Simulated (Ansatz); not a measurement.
Input, command and steps of an Ansatz relaxation.

```yaml
crystal:
  lattice:
    - [3.7002748249, 0.0, 0.0]
    - [-1.8501374124, 3.8410110675, -0.5516222143]
    - [0.0, -0.6514585226, 7.0766105788]
  atoms:
    - { symbol: Se, position: [0.2999538323, -0.0667707133, 0.364827216] }
    - { symbol: Se, position: [0.9665315996, 0.2664791709, 0.6981941493] }
    - { symbol: Se, position: [0.6332817154, 0.5999794026, 0.0314602827] }
    - { symbol: Li, position: [-0.0334010707, 0.266597586, 0.1981001612] }
    - { symbol: Li, position: [0.63323063, 0.5998609875, 0.5315542708] }
    - { symbol: Li, position: [0.3000911537, -0.0667707133, 0.864827216] }
basis:
  ecutwfc: 420
kpoints:
  mp_grid: { grid: [10, 10, 4] }
hamiltonian:
  xc: pbe
  dispersion: d3bj
scf:
  occupations: { method: gaussian, width: 0.1 }
output:
  forces: true
  stress: true
  eigenvalues: true
relax:
  adjacent_minimum: "off"
  f_tol: 0.025
  max_steps: 70
  cell: { stress_tol: 0.12 }
```

```bash
ansatz run input.yaml --threads 2 --pin off --max-ram 5120MiB --backend cpu --events-out ev --progress --plain --runs-dir out
```

The calculation used DFT PBE+D3(BJ), scalar-relativistic, plane waves, PAW in Ansatz.

Of 4 frames 4 are shown, positions in Å and forces in eV/Å; the SCF threshold varies from step to step. Steps run on the plane waves of an earlier cell, with a Pulay correction in the pressure. The basis is chosen afresh for the last frame, the zero of the energies, and can be on the way; energy and pressure step there, also at an unchanged geometry.

```xyz
6
Lattice="3.7003 0.0000 0.0000 -1.8501 3.8410 -0.5516 0.0000 -0.6515 7.0766" Properties=species:S:1:pos:R:3:forces:R:3 pbc="T T T" step=1 free_energy_over_end_meV_per_atom=0.12 pressure_GPa=0.00
Se    1.2334   -0.4941    2.6186    0.0000    0.0000    0.0000
Se    3.0834    0.5687    4.7939    0.0000    0.0020   -0.0020
Se    1.2333    2.2840   -0.1083    0.0000   -0.0020    0.0020
Li   -0.6168    0.8950    1.2548    0.0000    0.0000    0.0010
Li    1.2333    1.9578    3.4307    0.0000    0.0000   -0.0010
Li    1.2340   -0.8199    6.1569   -0.0010    0.0000    0.0000
6
Lattice="3.6938 0.0000 0.0000 -1.8469 3.8326 -0.5522 0.0000 -0.6455 7.1151" Properties=species:S:1:pos:R:3:forces:R:3 pbc="T T T" step=2 free_energy_over_end_meV_per_atom=0.03 pressure_GPa=-0.11
Se    1.2313   -0.4914    2.6327    0.0000    0.0000    0.0000
Se    3.0781    0.5712    4.8196    0.0000   -0.0020    0.0040
Se    1.2312    2.2785   -0.1065    0.0000    0.0020   -0.0040
Li   -0.6156    0.8937    1.2631    0.0000   -0.0010   -0.0010
Li    1.2313    1.9561    3.4501    0.0000    0.0010    0.0010
Li    1.2314   -0.8142    6.1902    0.0000    0.0000    0.0000
6
Lattice="3.6813 0.0000 0.0000 -1.8406 3.8271 -0.5592 0.0000 -0.6552 7.1312" Properties=species:S:1:pos:R:3:forces:R:3 pbc="T T T" step=3 free_energy_over_end_meV_per_atom=0.00 pressure_GPa=0.04
Se    1.2272   -0.4946    2.6390    0.0000    0.0000    0.0000
Se    3.0677    0.5617    4.8305    0.0000    0.0060   -0.0050
Se    1.2271    2.2763   -0.1117    0.0000   -0.0060    0.0050
Li   -0.6135    0.8906    1.2634    0.0000    0.0020    0.0010
Li    1.2272    1.9473    3.4554    0.0000   -0.0020   -0.0010
Li    1.2269   -0.8221    6.2046    0.0000    0.0000    0.0000
6
Lattice="3.6813 0.0000 0.0000 -1.8406 3.8271 -0.5592 0.0000 -0.6552 7.1312" Properties=species:S:1:pos:R:3:forces:R:3 pbc="T T T" step=4 free_energy_over_end_meV_per_atom=0.00 pressure_GPa=0.04
Se    1.2272   -0.4946    2.6390    0.0000    0.0000    0.0000
Se    3.0677    0.5617    4.8305    0.0000    0.0060   -0.0050
Se    1.2271    2.2763   -0.1117    0.0000   -0.0060    0.0050
Li   -0.6135    0.8906    1.2634    0.0000    0.0020    0.0010
Li    1.2272    1.9473    3.4554    0.0000   -0.0020   -0.0010
Li    1.2269   -0.8221    6.2046    0.0000    0.0000    0.0000
```

The run took 2.1 min on 2 threads of Arm Neoverse N1, on a shared host, peak memory 0.57 GiB.